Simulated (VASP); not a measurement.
# Ge (Cmmm) in VASP: settings compared, part 2 of 2

VASP 6.6.1. The steps go on from the part before.

### 3 Single point, PBEsol

Contents of run.py:

```python
from ase.calculators.vasp import Vasp
from ase.dft.bandgap import bandgap
from ase.spacegroup import crystal

atoms = crystal(
    ['Ge'],
    basis=[[0.5, 0.0, 0.0]],
    spacegroup=65,
    setting=1,
    cellpar=[2.794298, 5.201032, 2.698231, 90.0, 90.0, 90.0],
    primitive_cell=True,
)
calc = Vasp(
    directory='calc',
    xc='pbesol',
    pp='PBE',
    setups='materialsproject',
    prec='Accurate',
    encut=520,
    ediff=1e-06,
    ismear=0,
    sigma=0.02,
    lreal=False,
    lasph=True,
    nelm=80,
    algo='Fast',
    isif=2,
    lwave=False,
    lcharg=False,
    kpts=[11, 11, 10],
    gamma=True,
    nbands=13,
)
atoms.calc = calc

print('energy (eV):', atoms.get_potential_energy())
print('free energy (eV):', atoms.get_potential_energy(force_consistent=True))
print('forces (eV/A):')
print(atoms.get_forces())
print('stress (eV/A^3, Voigt):', atoms.get_stress())
print('Fermi level (eV):', calc.get_fermi_level())
gap, top, bottom = bandgap(calc)
print('band gap (eV):', gap, 'from (spin, k, band)', top, 'to', bottom)
```

Potentials or basis: VASP PAW PBE potentials, release 64 (Ge_d).

Command:

```
python run.py
```

Log:

```text
energy (eV): -4.73040601
free energy (eV): -4.73047313
forces (eV/A):
[[-0.  0.  0.]]
stress (eV/A^3, Voigt): [ 0.01451999  0.03661868  0.02251029 -0.         -0.         -0.        ]
Fermi level (eV): 6.05365752
band gap (eV): 0.0 from (spin, k, band) (None, None, None) to (None, None, None)
```

OUTCAR:

```text
ENCUT = 520.000000
   EDIFF = 1.00e-06
   GGA = PS
   PREC = Accurate
   ISIF = 2
   ISMEAR = 0
   NELM = 80
   LASPH = .TRUE.
   LREAL = .FALSE.

 ion  position               nearest neighbor table
   1  0.500  0.500  0.000-

  LATTYP: Found a base centered orthorhombic cell.
 ALAT       =     2.7942980000
 B/A-ratio  =     1.8613018368
 C/A-ratio  =     0.9656203454

  Lattice vectors:

 A1 = (   1.3971490000,  -2.6005160000,   0.0000000000)
 A2 = (   1.3971490000,   2.6005160000,   0.0000000000)
 A3 = (   0.0000000000,   0.0000000000,   2.6982310000)

Analysis of symmetry for initial positions (statically):
=====================================================================
 Subroutine PRICEL returns:
 Original cell was already a primitive cell.

 Routine SETGRP: Setting up the symmetry group for a
 base centered orthorhombic supercell.

 Subroutine GETGRP returns: Found  8 space group operations
 (whereof  8 operations were pure point group operations)
 out of a pool of  8 trial point group operations.

The static configuration has the point symmetry D_2h.

Analysis of symmetry for dynamics (positions and initial velocities):
[... 170 lines left out ...]
      2     -18.5284      2.00000
      3     -18.4773      2.00000
      4     -18.3723      2.00000
      5     -18.3522      2.00000
      6      -6.7950      2.00000
      7      12.7275      0.00000
      8      13.2012      0.00000
      9      14.7078      0.00000
     10      16.2559      0.00000
     11      18.5474      0.00000
     12      20.9113      0.00000
     13      21.0706      0.00000
[... 354 lines left out ...]
  band No.  band energies     occupation
      1     -18.5756      2.00000
      2     -18.5244      2.00000
      3     -18.4523      2.00000
      4     -18.3841      2.00000
      5     -18.3545      2.00000
      6      -6.0877      2.00000
      7       8.3061      0.00000
      8      13.2767      0.00000
      9      13.3897      0.00000
     10      16.6872      0.00000
     11      18.1686      0.00000
     12      23.8222      0.00000
     13      23.8872      0.00000

 [... further k-points ...]

------------------------ aborting loop because EDIFF is reached ----------------------------------------

  FORCE on cell =-STRESS in cart. coord.  units (eV):
  Direction    XX          YY          ZZ          XY          YZ          ZX
  --------------------------------------------------------------------------------------
  -------------------------------------------------------------------------------------
  Total       -0.2846935     -0.7179824     -0.4413592     -0.0000000      0.0000000      0.0000000
  in kB      -23.2635943    -58.6695862    -36.0654538     -0.0000000      0.0000000      0.0000000
  external PRESSURE =     -39.3328781 kB  Pullay stress =       0.0000000 kB

 VOLUME and BASIS-vectors are now :
 -----------------------------------------------------------------------------
  energy-cutoff  :      520.00
  volume of cell :       19.61
      direct lattice vectors                 reciprocal lattice vectors
     1.397149000 -2.600516000  0.000000000     0.357871637 -0.192269534  0.000000000
     1.397149000  2.600516000  0.000000000     0.357871637  0.192269534  0.000000000
     0.000000000  0.000000000  2.698231000     0.000000000  0.000000000  0.370613191

 POSITION                                       TOTAL-FORCE (eV/Angst)
 -----------------------------------------------------------------------------------
      1.39715      0.00000      0.00000        -0.000000      0.000000      0.000000
 -----------------------------------------------------------------------------------
    total drift:                               -0.000000     -0.000000     -0.000000

  FREE ENERGIE OF THE ION-ELECTRON SYSTEM (eV)
  ---------------------------------------------------
  free  energy   TOTEN  =        -4.7304731341 eV

  energy  without entropy=       -4.7303388797  energy(sigma->0) =       -4.73040601
```

INCAR:

```text
ENCUT = 520.000000
SIGMA = 0.020000
EDIFF = 1.00e-06
ALGO = Fast
GGA = PS
PREC = Accurate
ISIF = 2
ISMEAR = 0
NBANDS = 13
NELM = 80
LASPH = .TRUE.
LCHARG = .FALSE.
LWAVE = .FALSE.
LREAL = .FALSE.
```

Wall time 29 s (1 thread of Intel Xeon Platinum 8259CL at 2.50GHz (Skylake/Cascade Lake), shared host); peak memory 0.17 GiB.

What came out:

```yaml
Free_energy: -4.7305 eV
Pressure: -3.9 GPa
Band_gap_on_the_k_mesh: none (metal or under the smearing width)
```

Caveat: the PAW data sets were made with another functional, which shifts forces and pressure a little.

### 4 Relaxation of the atoms, PBE+D3(BJ) (cell strained at random at fixed volume)

Contents of run.py:

```python
from ase.calculators.vasp import Vasp
from ase.io import read
from ase.optimize import BFGS

atoms = read('Ge.xyz')
calc = Vasp(
    directory='calc',
    xc='pbe',
    pp='PBE',
    setups='minimal',
    prec='Accurate',
    encut=450,
    ediff=1e-06,
    ismear=-1,
    sigma=0.1,
    lreal=False,
    lasph=True,
    nelm=60,
    algo='Normal',
    isif=2,
    lwave=True,
    lcharg=False,
    ivdw=12,
    kpts=[11, 11, 10],
    gamma=True,
    nbands=26,
)
atoms.calc = calc
opt = BFGS(atoms, trajectory='relax.traj')
converged = opt.run(fmax=0.005, steps=40)
print('converged:', converged)

print('energy (eV):', atoms.get_potential_energy())
print('free energy (eV):', atoms.get_potential_energy(force_consistent=True))
print('forces (eV/A):')
print(atoms.get_forces())
print('stress (eV/A^3, Voigt):', atoms.get_stress())
print('Fermi level (eV):', calc.get_fermi_level())
print('cell (A, degrees):', atoms.cell.cellpar())
print('volume (A^3):', atoms.get_volume())
print('scaled positions:')
print(atoms.get_scaled_positions())
```

Contents of Ge.xyz:

```xyz
1
Lattice="1.4161900000 -2.6475770000 0.0134350000 1.3961930000 2.6368340000 0.0183540000 0.0306960000 0.0025520000 2.6389690000" Properties=species:S:1:pos:R:3 pbc="T T T"
Ge     1.3579686171     -0.0188900583      0.0566463102
```

Potentials or basis: VASP PAW PBE potentials, release 64 (Ge).

Command:

```
python run.py
```

Log:

```text
Step     Time          Energy          fmax
BFGS:    0 --:--:--       -4.590682        0.000000
converged: True
energy (eV): -4.58247055
free energy (eV): -4.59068195
forces (eV/A):
[[-0.  0.  0.]]
stress (eV/A^3, Voigt): [ 0.02796633  0.0383692  -0.01559256  0.00038994  0.00343806  0.00052293]
Fermi level (eV): 4.74434475
cell (A, degrees): [  3.002572     2.98372004   2.63914875  89.28675762  89.47817626
 123.9535985 ]
volume (A^3): 19.60701747379262
scaled positions:
[[0.485265 0.480063 0.015656]]
```

OUTCAR:

```text
ENCUT = 450.000000
   EDIFF = 1.00e-06
   GGA = PE
   PREC = Accurate
   ISIF = 2
   ISMEAR = -1
   NELM = 60
   IVDW = 12
   LASPH = .TRUE.
   LREAL = .FALSE.
 IVDW          = 12

 ion  position               nearest neighbor table
   1  0.485  0.480  0.016-

  LATTYP: Found a triclinic cell.
 ALAT       =     3.0025719952
 B/A-ratio  =     1.3253547635
[... 615 lines left out ...]
  Total      -0.54834    -0.75231     0.30572    -0.01025    -0.00765    -0.06741
  in kB     -44.80700   -61.47423    24.98203    -0.83783    -0.62476    -5.50838
  external pressure =      -27.10 kB  Pullay stress =        0.00 kB

 VOLUME and BASIS-vectors are now :
 -----------------------------------------------------------------------------
  energy-cutoff  :      450.00
  volume of cell :       19.61
      direct lattice vectors                 reciprocal lattice vectors
     1.416190000 -2.647577000  0.013435000     0.354897238 -0.187889191 -0.003946402
     1.396193000  2.636834000  0.018354000     0.356347309  0.190588350 -0.004329273
     0.030696000  0.002552000  2.638969000    -0.004285175 -0.000368995  0.378986066

 POSITION                                       TOTAL-FORCE (eV/Angst)
 -----------------------------------------------------------------------------------
      1.35797     -0.01889      0.05665        -0.000000      0.000000      0.000000
 -----------------------------------------------------------------------------------
    total drift:                               -0.000000      0.000000     -0.000000

  FREE ENERGIE OF THE ION-ELECTRON SYSTEM (eV)
  ---------------------------------------------------
  free  energy   TOTEN  =        -4.5906819484 eV

  energy  without entropy=       -4.5742591477  energy(sigma->0) =       -4.58247055
```

INCAR:

```text
ENCUT = 450.000000
SIGMA = 0.100000
EDIFF = 1.00e-06
ALGO = Normal
GGA = PE
PREC = Accurate
ISIF = 2
ISMEAR = -1
NBANDS = 26
NELM = 60
IVDW = 12
LASPH = .TRUE.
LCHARG = .FALSE.
LWAVE = .TRUE.
LREAL = .FALSE.
```

It took 1.7 min on 1 thread of Intel Xeon Platinum 8259CL at 2.50GHz (Skylake/Cascade Lake), shared host; peak memory 0.28 GiB.

Results:

```
Free energy                : -4.5907 eV
Pressure after relaxing    : -2.7 GPa
Band gap on the k mesh     : none (metal or under the smearing width)
Dispersion energy per atom : -0.340 eV
```

Final structure:
```xyz
1
Lattice="1.4162 -2.6476 0.0134 1.3962 2.6368 0.0184 0.0307 0.0026 2.6390" Properties=species:S:1:pos:R:3 pbc="T T T"
Ge    1.3580   -0.0189    0.0566
```

Caveat: the relaxation stopped at its first step, so nothing moved; pairwise dispersion overbinds metals, which lowers pressure and volume.
